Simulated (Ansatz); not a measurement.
Strain response of BaTiO$_{3}$

Level of theory: DFT PBEsol, scalar-relativistic, plane waves, PAW (Ansatz). (420 eV cutoff, 8×8×8 k-mesh, Gaussian smearing of 0.02 eV, no spin polarisation)

Starting point, cell and atoms relaxed:

```
CELL_PARAMETERS angstrom
3.96987 0.00000 0.00000
0.00000 3.96987 0.00000
0.00000 0.00000 3.96987
ATOMIC_POSITIONS crystal
Ba 0.50000 0.50000 0.50000
Ti 0.00000 0.00000 0.00000
O 0.50000 0.00000 0.00000
O 0.00000 0.50000 0.00000
O 0.00000 0.00000 0.50000
```

Deformation: biaxial strain in the a-b plane, with the length and tilt of c and the atoms relaxed, all within the symmetry that the strain leaves. Energies are extrapolated to zero smearing. Gaps are Kohn–Sham gaps over the whole zone.

Spin-orbit coupling is left out, which matters for the bands and energies of heavy elements.

```tsv
strain (%)	ΔE (meV/atom)	a (Å)	b (Å)	c (Å)	gap (eV)
-3.0	27.5	3.851	3.851	4.060	1.76
-2.0	11.8	3.890	3.890	4.028	1.78
-1.0	2.8	3.930	3.930	3.998	1.80
+0.0	0.0	3.970	3.970	3.970	1.82
+1.0	2.6	4.010	4.010	3.943	1.75
+2.0	10.3	4.049	4.049	3.918	1.69
+3.0	22.4	4.089	4.089	3.895	1.63
```

What stiffness (1/V) d²E/dε² at zero strain does a cubic fit over all points give?

A cubic fit gives (1/V) d²E/dε² = 712 GPa at zero strain (twice the biaxial modulus).

How does the free axis c answer a small strain?

Between the innermost points its strain is -0.69 times the applied one.

How fast does the gap move with strain on either side?

14 meV per percent on the compressed side and -62 meV per percent on the stretched side; it is indirect at -1.0 %, indirect at zero and indirect at +1.0 %.